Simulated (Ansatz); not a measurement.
## BaTe (Fm-3m), an elastic constant from a strain scan

Theory: DFT PBEsol, scalar-relativistic, plane waves, PAW in Ansatz 0.2.0. Cutoff 420 eV, Γ-centred 8×8×8 k-points, Gaussian smearing of 0.05 eV. No spin polarisation. Energies are free energies at this smearing, counted from the undisturbed cell; pressure is positive in compression.

Zero of the scan (relaxed at this level):

```xyz
2
Lattice="0.0000 3.4714 3.4714 3.4714 0.0000 3.4714 3.4714 3.4714 0.0000" Properties=species:S:1:pos:R:3 pbc="T T T"
Ba    0.0000    0.0000    0.0000
Te    3.4714    3.4714    3.4714
```

The cell is strained by ε times the Voigt pattern (0, 0, 0, 0, 1, 0) (xx, yy, zz, yz, xz, xy; engineering shear) with fractional coordinates fixed. The cell holds 2 atoms in V0 = 83.66 Å³. The stress column is τ = (1/V0) dE/dε, got from the stress tensor σ (compression positive) at each point as −det(1 + εP) σ : P(1 + εP)⁻¹, with P the pattern as a tensor.

| ε | ΔE (meV/atom) | τ (GPa) |
| --- | --- | --- |
| -0.0350 | 1.768 | -0.388 |
| -0.0300 | 1.298 | -0.332 |
| -0.0250 | 0.901 | -0.277 |
| -0.0200 | 0.577 | -0.221 |
| -0.0100 | 0.144 | -0.110 |
| 0.0000 | 0.000 | 0.000 |
| 0.0100 | 0.144 | 0.110 |
| 0.0200 | 0.577 | 0.221 |
| 0.0250 | 0.901 | 0.277 |
| 0.0300 | 1.298 | 0.332 |
| 0.0350 | 1.768 | 0.388 |
| 0.0400 | ? | ? |

Problem. Which combination of elastic constants does this scan measure, and how large is it?

Solution. For small ε, τ = τ0 + Kε with K = pᵀCp, which for this pattern is C44 in the cubic axes. The parabola through τ at ε = -0.0100, 0 and 0.0100 has slope K = 11.0 GPa at zero. The energies per cell, E = NΔE, of the same two points give K = 2[E(ε₊)/ε₊ − E(ε₋)/ε₋]/[(ε₊ − ε₋)V0] = 11.0 GPa, in agreement.

Problem. Predict the withheld row at ε = 0.0400 from the harmonic law, and compare.

Solution. ΔE = V0(τ0 ε + Kε²/2)/N = 2.307 meV/atom and τ = 0.44 GPa. The calculation gives 2.311 meV/atom and 0.44 GPa, a miss of 0.01 meV/atom at most, so the harmonic law still holds here.